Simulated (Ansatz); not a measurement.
## Squeezing Tl (omega type)

```
Tl
1.0
     5.62964    0.00000    0.00000
    -2.81482    4.87541    0.00000
     0.00000    0.00000    3.46511
Tl
3
Direct
  0.00000 0.00000 0.00000
  0.33333 0.66667 0.50000
  0.66667 0.33333 0.50000
```

The cell comes from a relaxation on PAW files under the same functional, begun from a prototype that needn't be the stable phase.

Its volume is scaled, and at each volume shape and atoms are relaxed on PAW files; all methods then take that cell.

Computed with Ansatz 0.2.0; functional PBE, scalar-relativistic. Settings: a Γ-centred 7×7×10 k mesh, Fermi–Dirac smearing of 0.1 eV, no spin polarisation. Methods: LAPW: all electrons, basis error target 1 meV/atom; PAW: frozen-core files, cutoff 420 eV; crystal datasets: all electrons, by PAW datasets that the program makes for each cell; norm-conserving: pseudopotentials, cutoff 820 eV; PAW (cutoff 300 eV): frozen-core files, cutoff 300 eV.

Energies are extrapolated to zero smearing and count from the unscaled cell; pressure is positive in compression; gaps take the mesh and a band path. No temperature or zero-point motion is included.

Spin–orbit coupling is left out, which matters for the heavy atoms.

| V/V0 | V (Å³/atom) | P LAPW (GPa) | ΔE LAPW (eV/atom) | P PAW − LAPW (GPa) | ΔE PAW − LAPW (meV/atom) | space group | shortest distance (Å) |
| --- | --- | --- | --- | --- | --- | --- | --- |
| 1.00 | 31.70 | -0.01 | 0.000 | 0.00 | 0.0 | P6/mmm | 3.250 |
| 0.90 | 28.53 | 3.55 | 0.029 | -0.01 | -0.1 | P6/mmm | 3.140 |
| 0.70 | 22.19 | 24.3 | 0.486 | -0.01 | -0.5 | P6/mmm | 2.895 |
| 0.50 | 15.85 | 119.8 | ? | 0.09 | 0.2 | P6/mmm | 2.598 |
| 0.40 | 12.68 | 291.2 | 6.615 | 0.58 | 5.5 | P6/mmm | 2.417 |

Q: What belongs in the row "0.50", column "ΔE LAPW (eV/atom)"?

A: 2.834.

Q: Fit the Vinet equation to the LAPW pressures over the whole range, with residuals weighted by 1/(|P| + 0.03·Pmax).

A: V0 = 31.81 Å³/atom, B0 = 22 GPa and B0′ = 6.53, and the fit misses no point by more than 3.1 GPa. A fit over so wide a range pins B0 less well than one near rest.

Q: From the table, what is the rise of the enthalpy H = E + pV up to the last row, and how stiff is the crystal between the last two rows?

A: ΔH = 6.615 eV + (291.2 GPa × 12.68 Å³ + 0.01 GPa × 31.70 Å³) × 0.006242 eV/(GPa·Å³) = 29.67 eV/atom, of which pV makes 78 %. The mean bulk modulus there is −ΔP/Δln V = 768 GPa.

Q: At the smallest volume, how far do crystal datasets and norm-conserving and PAW (cutoff 300 eV) lie from LAPW in pressure?

A: crystal datasets: 0.00 GPa; norm-conserving: +1.84 GPa; PAW (cutoff 300 eV): +2.50 GPa, on a LAPW pressure of 291.2 GPa.

Q: How do the Löwdin populations by LAPW change from the unscaled cell to the last row?

A: Tl 5s 1.99 → 1.94, Tl 6s 1.57 → 1.19, Tl 5p 5.99 → 5.96, Tl 6p 1.47 → 2.00, Tl 5d 9.97 → 9.88 electrons an atom. These are projections on the shells that the free atoms fill; 0.03 e a cell lies outside them at the start and 0.09 e at the end.
